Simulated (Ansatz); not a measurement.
The system is Be.

```
Be
1.0
     2.28530    0.00000    0.00000
    -1.14265    1.97913    0.00000
     0.00000    0.00000    3.58420
Be
2
Direct
  0.66667 0.33333 0.75000
  0.33333 0.66667 0.25000
```

```yaml
Program: Ansatz 0.2.0
Task: single point
Functional: PBE
Potentials_or_basis: all-electron LAPW, scalar-relativistic
Cutoff: 140 eV (chosen from the basis error)
Basis_error_allowed: 0.001 eV/atom
k_mesh: 13 × 13 × 8
Occupations: fermi-dirac, width 0.05 eV
Spin: no spin polarisation
```

On this cell: pressure -2.8 GPa; largest force under 0.003 eV/Å; band gap on the k mesh none (metal or under the smearing width).

The same run follows on a disturbed copy (atoms moved at random, drawn with an rms of 0.05 Å):

```
CELL_PARAMETERS angstrom
2.28530 0.00000 0.00000
-1.14265 1.97913 0.00000
0.00000 0.00000 3.58420
ATOMIC_POSITIONS crystal
Be 0.68824 0.33844 0.75018
Be 0.31739 0.65676 0.25854
```

Task: What changes?

Result: The energy (extrapolated to zero smearing) moves by +6.7 meV/atom; pressure -2.6 GPa; largest force 0.360 eV/Å; band gap on the k mesh none (metal or under the smearing width).

Forces in eV/Å, atoms in the order of the input:
```
Be  -0.255 -0.118  0.226
Be   0.255  0.118 -0.226
```

Stress tensor (GPa, compression positive):
```
-1.82  1.38 -0.28
 1.38 -3.04 -0.13
-0.28 -0.13 -3.08
```
